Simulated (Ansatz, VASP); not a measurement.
**Two plane-wave programs on KCl**

POSCAR

```
KCl
1.0
    3.8081457693      0.0000000000      0.0000000000
    0.0000000000      3.8081457693      0.0000000000
    0.0000000000      0.0000000000      3.8081457693
K Cl
1 1
Direct
    0.0000000000      0.0000000000      0.0000000000
    0.5000000000      0.5000000000      0.5000000000
```

Contents of INCAR.step1:

```
PREC = Accurate
ENCUT = 520
ISMEAR = 0
SIGMA = 0.01
LREAL = False
LASPH = True
NELM = 80
NBANDS = 15
GGA = PE
ALGO = Normal
EDIFF = 1E-4
LWAVE = True
LCHARG = False
```

INCAR.step2

```
PREC = Accurate
ENCUT = 520
EDIFF = 1E-6
ISMEAR = 0
SIGMA = 0.01
LREAL = False
LASPH = True
NELM = 80
ALGO = Normal
ISIF = 2
LWAVE = False
LCHARG = False
METAGGA = R2SCAN
LMIXTAU = True
NBANDS = 15
ISTART = 1
```

File KPOINTS:

```
regular mesh
0
Gamma
  6 6 6
```

Input for Ansatz:

```yaml
crystal:
  lattice:
    - [3.8081457693, 0.0, 0.0]
    - [0.0, 3.8081457693, 0.0]
    - [0.0, 0.0, 3.8081457693]
  atoms:
    - { symbol: K, position: [0.0, 0.0, 0.0] }
    - { symbol: Cl, position: [0.5, 0.5, 0.5] }
kpoints:
  mp_grid: { grid: [6, 6, 6] }
hamiltonian:
  xc: r2scan
scf:
  occupations: { method: fixed }
  n_extra_bands: 4
output:
  forces: true
  stress: true
  eigenvalues: true
```

Alike in both runs: task single point; functional r2SCAN; k mesh 6 × 6 × 6; no spin polarisation.

|  | VASP | Ansatz |
| --- | --- | --- |
| version | VASP 6.6.1 | Ansatz 0.2.0 |
| potentials or method | VASP PAW PBE potentials, release 64 (K_sv, Cl) | plane waves, PAW |
| plane-wave cutoff (eV) | 520 | 500 |
| occupations | gaussian, width 0.01 eV | fixed |
| valence electrons in the cell | 16 | 16 |

Ansatz gave:

- gap on the k mesh at the Fermi level (eV): 5.66
- pressure (GPa): -0.6

Problem. Estimate VASP's values.

Solution. gap on the k mesh at the Fermi level (eV): 5.67; pressure (GPa): -0.7.

Caveats: the PAW data sets were made with another functional, which shifts forces and pressure a little (VASP). r2SCAN opens gaps a little over a GGA but as a rule still falls short of measured ones. A k mesh can miss the band edges.
